# Forecasting two band gaps of Ga₂O₃

## The question

The band gap of an insulator depends strongly on the approximation used to compute it. For Ga₂O₃ in the corundum structure, six levels of theory have been applied to one and the same arrangement of atoms. Can their results, with some physics, tell us what two further levels will give? The two are LDA, the simplest density functional, and PBE0, which mixes a quarter of exact exchange into PBE.

The gap is the energy between the highest filled and the lowest empty state. The least direct gap is the smallest such distance at a single crystal momentum, and it matters for strong absorption of light. Since the atoms stay fixed, differences between the rows come from the electronic approximation and not from a change of bond lengths.

Ga₂O₃ in the corundum structure (R-3c, 10 atoms in the primitive cell, conventional a = 4.985 Å, c = 13.442 Å), relaxed with r2SCAN and then held fixed for every level of theory. Computed with Ansatz 0.2.0, plane-wave PAW, no spin polarisation, on a 6×6×6 or 4×4×4 k mesh depending on the level. Gaps are the smallest over the mesh and any added k points.

| level of theory | band gap (eV) | least direct gap (eV) |
| --- | --- | --- |
| PBE | 2.854 | 3.106 |
| r2SCAN | 3.551 | 3.806 |
| HSE06 | 4.622 | 4.870 |
| PBE+SOC | 2.854 | 3.101 |
| PBE0 | ? | ? |
| LDA | ? | ? |
| DDH-PBE0 | 5.135 | 5.383 |
| LC-wPBE | 10.244 | 10.457 |

## Three kinds of step

The first group of methods uses no exact exchange. PBE gives 2.85 eV, which would put the onset of absorption at the violet end of visible light. The real material is transparent there, and its measured optical edge lies at roughly 5.3 eV, a recalled value. Spin–orbit coupling doesn't repair this, for it leaves the PBE gap where it was.

The second step, from PBE to r2SCAN, adds 0.70 eV. The r2SCAN functional still has no exact exchange, but it depends on the kinetic energy density of the orbitals. Its potential therefore acts differently on different orbitals, which the potential of PBE can't do.

The third step brings in exact exchange. HSE06 uses a quarter of it, but only between electrons that are close together, and its gap is 1.77 eV above that of PBE. DDH-PBE0 sets the share of exact exchange by the dielectric constant of the material and goes higher still. LC-wPBE uses full exact exchange at long range and ends above 10 eV, about twice the measured edge.

The last result shows what happens when screening is ignored. In a solid, the other electrons polarise and weaken the interaction between distant charges. Full exchange at long range leaves out this weakening, so LC-wPBE in this form is no realistic estimate for a crystal.

## Why exact exchange opens a gap

An electron in a filled state should not repel itself. Exact exchange removes this self-repulsion and so lowers the filled states. An empty state holds no electron, so it gains nothing of the kind. It also loses part of the attractive PBE exchange that exact exchange replaces, and so it tends to rise. On the energy scale of the runs, the valence edge falls by about 1.2 eV from PBE to HSE06 and the conduction edge rises by about 0.5 eV. The gap between the two grows.

PBE0 and HSE06 both contain a quarter of exact exchange. They differ in its reach: HSE06 cuts it off smoothly at large distance, while PBE0 keeps it everywhere. To get from HSE06 to PBE0 we therefore need only the effect of the long-range part.

That part acts through the interaction erf(ωr)/r in atomic units. Here r is the distance between two electrons, erf is the error function, and ω sets where the long range begins. For HSE06, ω is about 0.11 per bohr, so 1/ω is about 5 Å. A Ga–O bond measures 1.93 Å, so the long-range interaction changes little over the length of a bond.

This slow change makes a simple estimate possible. Near r = 0 the interaction has the constant value 2ω/√π. If exchange acts only over distances where this value holds, the constant can be taken out of the exchange integral. What remains is an operator that returns a filled state unchanged and turns an empty state into zero. The added exact exchange thus lowers every filled state by 2ω/√π times its share and leaves the empty states alone. The long-range PBE exchange that it replaces is expected to be a nearly constant attraction of about half that size, felt by filled and empty states alike, and removing it lifts them all. The filled states should therefore fall and the empty states rise by about equal amounts, while the gap opens by the full 2ω/√π times the share.

## The estimate for PBE0

With a quarter of exact exchange, the opening of the gap is

0.25 × 2 × 0.11 / √π ≈ 0.031 hartree ≈ 0.84 eV.

No property of Ga₂O₃ enters, apart from the assumption that exchange is short-ranged compared with 1/ω. The result should be somewhat too large. Exchange in a real crystal has a finite extent, over which the interaction already weakens. The PBE exchange that is replaced at long range is also not exactly constant: it should be a little stronger where the density is high, so it may itself have contributed to the gap.

How much to take off is a matter of experience. In common semiconductors and oxides, PBE0 gaps lie roughly 0.7 eV above those of HSE06, and this recalled figure is the one used here. The forecast is then 4.62 + 0.7, that is **5.32 ± 0.15 eV** for PBE0. The range is a judgement about how far the usual difference may vary from one material to another.

There is a second route, through DDH-PBE0. Suppose that it differs from PBE0 only in its share of exact exchange, that this share is the inverse of the dielectric constant, and that the gap grows in proportion to it. With a recalled dielectric constant of about 3.8, the step of 2.281 eV from PBE to DDH-PBE0 can be rescaled to a quarter of exchange:

2.854 + 0.25 × 3.8 × 2.281 ≈ 5.02 eV.

The two routes disagree even on the order of the methods: the first puts PBE0 above DDH-PBE0, the second below. I prefer the first, because it needs only the well-known difference between two standard functionals. The second depends on a dielectric constant that may not be the one used in the calculation.

## The estimate for LDA

It is tempting to treat the functionals as rungs of a ladder with equal spacing. If LDA lay as far below PBE as PBE lies below r2SCAN, its gap would be about 2.16 eV. But the two steps are different in kind.

LDA and PBE both give each electron the same local potential, whatever orbital it occupies. Such a potential lacks the jump that the exact one makes when an electron is added to the crystal, called the derivative discontinuity. This is a main reason why both give small gaps. PBE adds the gradient of the density, which alters the shape of the potential but not its kind. The orbital dependence of r2SCAN, in contrast, recovers part of the effect of the jump.

At equal geometry, LDA and PBE should therefore agree closely. Gradient corrections often raise a conduction edge made of cation s states a little, and I assume that the edge here has this character. The forecast is PBE less 0.1 eV, that is **2.75 ± 0.15 eV** for LDA. The 0.1 eV is again a rough value from experience.

For the least direct gaps I use the same shifts and ranges, which gives 5.57 eV for PBE0 and 3.01 eV for LDA. This assumes that a change of method shifts the filled and the empty bands against each other but hardly changes their shapes near the edges. The known rows support it: even the huge step to LC-wPBE changes the distance between the two gaps by only about 0.04 eV.

## The computed values

The withheld rows as computed:

| level of theory | band gap (eV) | least direct gap (eV) |
| --- | --- | --- |
| PBE0 | 5.339 | 5.587 |
| LDA | 2.779 | 3.038 |

Both forecasts hold. For PBE0 the forecast gap is 0.02 eV too low, and for LDA 0.03 eV too low. The least direct gaps are missed by nearly the same small amounts, also on the low side. They are hardly a separate success, since they follow from the gaps once the bands keep their shapes near the edges.

The misses are much smaller than the stated ranges, but two cases are too few to call the ranges too wide. The shifts of 0.7 and 0.1 eV were rounded to one figure, so agreement to a few hundredths of an electronvolt is closer than the reasoning can promise.

## What the PBE0 result teaches

PBE0 lies 0.72 eV above HSE06. The simple estimate of 0.84 eV has the right size and errs in the expected direction, by about 0.13 eV. It explains why the step is a sizeable fraction of an electronvolt. The band edges on the common mesh of the two runs also move as expected: the valence edge falls by 0.40 eV and the conduction edge rises by 0.32 eV, against 0.42 eV each in the simple estimate. The correction to 0.7 eV came from experience with other materials, so its success shows that the usual difference carries over to this oxide. It doesn't tell us how much of the correction comes from the finite extent of exchange and how much from the PBE part that is replaced.

The route through DDH-PBE0 ends 0.32 eV too low. Turned round, the computed PBE0 gap implies that DDH-PBE0 uses a share of about 0.23, if the gap grows linearly with the share from its PBE value. The inverse is a dielectric constant near 4.4, larger than the 3.8 that I assumed. A plausible reason is that the constant was itself computed with PBE, which tends to make solids too polarisable. That is a guess, and the gaps alone can't confirm it.

Silicon makes a useful comparison. Its gap is only about 1 eV, yet its PBE0 gap also lies above the HSE06 gap by roughly 0.6 eV, again a recalled value. The simple estimate explains the likeness, because it contains ω and the share of exchange but not the size of the gap. The same step that is modest for Ga₂O₃ is thus a large relative change for silicon.

## What the LDA result teaches

LDA lies less than 0.1 eV below PBE, while r2SCAN lies 0.70 eV above it. The picture of equal rungs fails by 0.62 eV. This fits the view that a change in the kind of potential matters more than a refinement within one kind, though a single comparison can't establish the cause.

LDA and PBE were run on the same 6×6×6 mesh of crystal momenta and with the same cutoff, so their small difference is no effect of the mesh. The gaps alone don't show whether it arises at the conduction edge, as I assumed. Other rows differ in settings: r2SCAN used a cutoff of 500 eV instead of 420 eV, and HSE06 and PBE0 a 4×4×4 mesh. That mesh misses the valence maximum, which was added as an extra point and lowers the HSE06 gap from 4.674 to 4.622 eV. Unscreened exchange is known to converge slowly with the mesh, and this was not tested for PBE0.

## A rule for use

Before carrying a gap from one functional to another, ask what the change does to exchange. If both functionals use a local potential that is the same for every orbital, expect a small shift at fixed geometry. If a quarter of exact exchange is extended from short range to all distances, add about 0.7 eV to the gap of an insulator or ordinary semiconductor. If full exchange is switched on at long range without screening, don't use the result as the gap of a solid. For this crystal the first two shifts served well, but each was tested by one pair of methods only, so for other crystals the range should be at least 0.15 eV, and it may have to be wider.
